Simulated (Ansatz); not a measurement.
Molecular dynamics on a 2×2×2 supercell (24 atoms) of CaF2 (Fm-3m), relaxed with r2SCAN. Forces come from PBE in the plane-wave code Ansatz: Langevin thermostat and barostat (NPT), 200 K, steps of 2 fs. Computed, non-magnetic; the trajectory is short and the cell small, so nothing here is a converged average.

```yaml
crystal:
  lattice:
    - [0.0, 5.439185772, 5.439185772]
    - [5.439185772, 0.0, 5.439185772]
    - [5.439185772, 5.439185772, 0.0]
  atoms:
    - { symbol: Ca, position: [0.0, 0.0, 0.0] }
    - { symbol: F, position: [0.125, 0.125, 0.125] }
    - { symbol: F, position: [0.375, 0.375, 0.375] }
    - { symbol: Ca, position: [0.0, 0.0, 0.5] }
    - { symbol: F, position: [0.125, 0.125, 0.625] }
    - { symbol: F, position: [0.375, 0.375, 0.875] }
    - { symbol: Ca, position: [0.0, 0.5, 0.0] }
    - { symbol: F, position: [0.125, 0.625, 0.125] }
    - { symbol: F, position: [0.375, 0.875, 0.375] }
    - { symbol: Ca, position: [0.0, 0.5, 0.5] }
    - { symbol: F, position: [0.125, 0.625, 0.625] }
    - { symbol: F, position: [0.375, 0.875, 0.875] }
    - { symbol: Ca, position: [0.5, 0.0, 0.0] }
    - { symbol: F, position: [0.625, 0.125, 0.125] }
    - { symbol: F, position: [0.875, 0.375, 0.375] }
    - { symbol: Ca, position: [0.5, 0.0, 0.5] }
    - { symbol: F, position: [0.625, 0.125, 0.625] }
    - { symbol: F, position: [0.875, 0.375, 0.875] }
    - { symbol: Ca, position: [0.5, 0.5, 0.0] }
    - { symbol: F, position: [0.625, 0.625, 0.125] }
    - { symbol: F, position: [0.875, 0.875, 0.375] }
    - { symbol: Ca, position: [0.5, 0.5, 0.5] }
    - { symbol: F, position: [0.625, 0.625, 0.625] }
    - { symbol: F, position: [0.875, 0.875, 0.875] }
kpoints:
  mp_grid: { grid: [2, 2, 2] }
hamiltonian:
  xc: pbe
scf:
  occupations: { method: fermi_dirac, width: 0.02 }
md:
  ensemble: npt_langevin
  temperature: 200
  timestep: 2.0
  n_steps: 40
  initial_velocities: maxwell_boltzmann
  seed: 2603
```

Run as `ansatz run input.yaml --threads 4 --pin off --max-ram 3686MiB --backend cpu --events-out ev --progress --plain --runs-dir out`. Wall time 3.4 min on 4 threads of Arm Neoverse V1, with other jobs on the host, load about 1.1 per core; peak host memory 1.3 GiB.

Problem. How do temperature and energy develop?

Solution. The temperature starts at 192 K, is lowest at step 37 (97 K, 74 fs) and ends at 122 K. The thermostat hasn't had time to restore it. The atoms start on their lattice sites with kinetic energy alone, so much of it first passes into potential energy.

| step | t (fs) | T (K) | free energy F from step 0 (meV/atom) | kinetic energy (meV/atom) | pressure (GPa) | volume (Å³/atom) | largest force (eV/Å) |
| --- | --- | --- | --- | --- | --- | --- | --- |
| 0 | 0 | 192 | 0.0 | 24.8 | 3.53 | 13.41 | 0.00 |
| 1 | 2 | 195 | 0.2 | 25.2 | 3.52 | 13.41 | 0.09 |
| 2 | 4 | 186 | 0.7 | 24.0 | 3.47 | 13.42 | 0.18 |
| 3 | 6 | 172 | 1.5 | 22.3 | 3.38 | 13.44 | 0.26 |
| 4 | 8 | 174 | 2.5 | 22.4 | 3.28 | 13.46 | 0.35 |
| 5 | 10 | 175 | 3.7 | 22.7 | 3.11 | 13.49 | 0.44 |
| 6 | 12 | 164 | 5.0 | 21.1 | 2.92 | 13.52 | 0.53 |
| 7 | 14 | 154 | 6.5 | 19.9 | 2.72 | 13.56 | 0.63 |
| 8 | 16 | 140 | 8.0 | 18.2 | 2.48 | 13.61 | 0.73 |
| 9 | 18 | 137 | 9.4 | 17.8 | 2.22 | 13.66 | 0.83 |
| 10 | 20 | 129 | 10.8 | 16.6 | 1.97 | 13.71 | 0.91 |
| 11 | 22 | 120 | 12.0 | 15.6 | 1.71 | 13.76 | 0.98 |
| 12 | 24 | 119 | 12.9 | 15.3 | 1.42 | 13.81 | 1.03 |
| 13 | 26 | 126 | 13.6 | 16.3 | 1.15 | 13.87 | 1.06 |
| 14 | 28 | 123 | 14.5 | 15.9 | 0.86 | 13.92 | 1.09 |
| 15 | 30 | 116 | 15.2 | 15.0 | 0.57 | 13.98 | 1.11 |
| 16 | 32 | 118 | 15.7 | 15.3 | 0.30 | 14.04 | 1.10 |
| 17 | 34 | 129 | 16.0 | 16.6 | 0.05 | 14.09 | 1.05 |
| 18 | 36 | 145 | 16.0 | 18.7 | -0.19 | 14.14 | 0.97 |
| 19 | 38 | 145 | 15.9 | 18.8 | -0.44 | 14.19 | 0.91 |
| 20 | 40 | 147 | 15.7 | 19.0 | -0.67 | 14.24 | 0.90 |
| 21 | 42 | 142 | 15.5 | 18.3 | -0.89 | 14.29 | 0.88 |
| 22 | 44 | 157 | 15.3 | 20.2 | -1.06 | 14.33 | 0.84 |
| 23 | 46 | 147 | 15.4 | 19.0 | -1.22 | 14.36 | 0.80 |
| 24 | 48 | 139 | 15.6 | 17.9 | -1.35 | 14.39 | 0.76 |
| 25 | 50 | 141 | 15.9 | 18.2 | -1.45 | 14.41 | 0.71 |
| 26 | 52 | 154 | 16.4 | 19.9 | -1.53 | 14.44 | 0.67 |
| 27 | 54 | 155 | 17.1 | 20.0 | -1.61 | 14.46 | 0.75 |
| 28 | 56 | 154 | 18.0 | 19.9 | -1.66 | 14.47 | 0.84 |
| 29 | 58 | 148 | 19.1 | 19.1 | -1.68 | 14.48 | 0.92 |
| 30 | 60 | 138 | 20.3 | 17.9 | -1.68 | 14.48 | 1.00 |
| 31 | 62 | 135 | 21.5 | 17.4 | -1.65 | 14.48 | 1.06 |
| 32 | 64 | 123 | 22.8 | 15.9 | -1.61 | 14.48 | 1.12 |
| 33 | 66 | 118 | 24.0 | 15.3 | -1.56 | 14.47 | 1.15 |
| 34 | 68 | 104 | 25.1 | 13.4 | -1.50 | 14.47 | 1.18 |
| 35 | 70 | 106 | 25.8 | 13.7 | -1.42 | 14.46 | 1.20 |
| 36 | 72 | 105 | 26.4 | 13.6 | -1.36 | 14.45 | 1.21 |
| 37 | 74 | 97 | 26.6 | 12.6 | -1.30 | 14.44 | 1.21 |
| 38 | 76 | 112 | 26.6 | 14.5 | -1.21 | 14.42 | 1.19 |
| 39 | 78 | 121 | 26.2 | 15.6 | -1.12 | 14.41 | 1.15 |
| 40 | 80 | 122 | 25.5 | 15.8 | -1.05 | 14.39 | 1.10 |

Positions (Å) and forces (eV/Å) at step 40:
```
cell (Å): 0.000 5.569 5.569; 5.569 0.000 5.569; 5.569 5.569 0.000
Ca  -0.003  -0.038   0.153    -0.150  -0.024  -0.340
F    1.282   1.279   1.404     0.468   0.232   0.244
F    4.162   4.164   4.115     0.308   0.186  -0.109
Ca   2.683   2.833   0.165     0.113  -0.385  -0.576
F    4.043   4.152   1.364     0.624   0.317   0.352
F    7.184   7.087   4.151    -0.319  -0.265  -0.283
Ca   2.872  -0.017   2.833    -0.440   0.260   0.293
F    4.363   1.442   4.342    -0.158  -0.227  -0.321
F    6.981   4.124   7.088    -0.548  -0.244   0.051
Ca   5.635   2.660   2.730     0.134   0.081   0.347
F    6.984   4.223   4.274    -0.049   0.048  -0.046
F    9.688   7.020   7.055     0.215   0.020   0.240
Ca  -0.088   2.860   2.866     0.445  -0.360   0.094
F    1.436   4.198   4.274    -0.262   0.245   0.091
F    4.202   7.021   7.044    -0.368  -0.302   0.018
Ca   2.738   5.514   2.819    -0.034   0.463  -0.194
F    4.311   6.980   4.308    -0.374   0.187  -0.363
F    6.995   9.571   7.110     0.065   0.457  -0.282
Ca   2.948   2.867   5.512    -0.734  -0.750   0.340
F    4.163   4.283   6.906     0.227  -0.082   0.243
F    6.991   7.014   9.747     0.367  -0.165   0.023
Ca   5.511   5.551   5.455     0.832   0.250   0.574
F    7.003   6.797   6.896    -0.333   0.134   0.119
F    9.759   9.785   9.859    -0.030  -0.074  -0.513
```
